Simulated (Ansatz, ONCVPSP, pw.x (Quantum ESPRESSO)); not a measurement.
**ruthenium (Ru): does the ONCV potential hold in the solid?**

* Element: Ru
* Generator: ONCVPSP 4.0.1.1 (patched build)
* Type: optimised norm-conserving Vanderbilt (ONCV)
* Functional: PBE
* Relativity: scalar-relativistic
* Frozen core: [Ar] 3d10
* Valence charge: 16
* Reference configuration: 4s2 4p6 4d7 5s1
* Partial waves: 4s+5s: rc 1.90 bohr, ncon 4, nbas 9, qcut 7.1 1/bohr, 2 projectors; 4p: rc 1.60 bohr, ncon 5, nbas 9, qcut 9.6 1/bohr, 1 projector; 4d: rc 1.40 bohr, ncon 4, nbas 7, qcut 7.9 1/bohr, 2 projectors, debl 3.2 Ha
* Local potential: polynomial inside 1.30 bohr (lpopt 5, dvloc0 0 Ha)
* Core correction: Teter function, fcfact 2, rcfact 1

Atomic tests: cutoffs needed: 31 Ha and 37 Ha (the cutoffs (Ha) at which the residual kinetic energy of the hardest occupied pseudo-wave falls to 1 and 0.1 mHa per electron); ghost test: no bound ghost flagged; GHOST(+) flagged for s at 171.8 eV; largest excitation error: -30 meV (all-electron minus pseudo) for 4s2 4p5 4d7 5s1, out of 4 test configurations.

Crystal test: fcc Ru in pw.x 7.5, no spin, 15³ k-points, Fermi–Dirac smearing 0.01 Ry, cutoffs 90/360 Ry. The reference is all-electron LAPW (Ansatz 0.2.0) with the same functional, mesh and smearing; V0 and B0 come from Birch–Murnaghan fits to the pressures at five volumes. Errors are pseudo minus all-electron; Δ is the rms difference of the E(V) curves that follow from these fits, minima aligned, over ±6 % about the mean V0. Mesh and smearing are coarse, so the numbers serve the comparison and aren't converged zero-temperature values; the lattice is a test structure that the element need not adopt.

All-electron: a0 = 3.812 Å (V0 = 13.85 Å³/atom), B0 = 303.1 GPa.

**Question.** How far does the potential miss the all-electron equation of state?

**Answer.** mean pressure error (GPa): -1.05; a0 (Å): 3.808; a0 error (%): -0.12; B0 error (%): +1.5; Δ (meV/atom): 3.2.

```csv
V (Å³/atom),P all-electron (GPa),P pseudo (GPa)
13.123,18.67,17.59
13.469,9.10,8.03
13.814,0.83,-0.23
14.159,-6.32,-7.35
14.505,-12.49,-13.50
```

**Question.** At the middle volume, how do free energy and pressure move when the wave cutoff is lowered (ecutrho kept at four times it)?

**Answer.**

```
cutoff (Ry)  shift of F (meV/atom)  shift of P (GPa)
         40                +2579.8            -84.03
         54                 +493.0            -27.50
         72                  +27.3             -2.72
```

The run at the middle volume (120 k-points, 9 iterations) took about 15 s on one core of a shared host (AMD EPYC 9R45 96-Core Processor, 96 threads, 376 GiB, load 61).
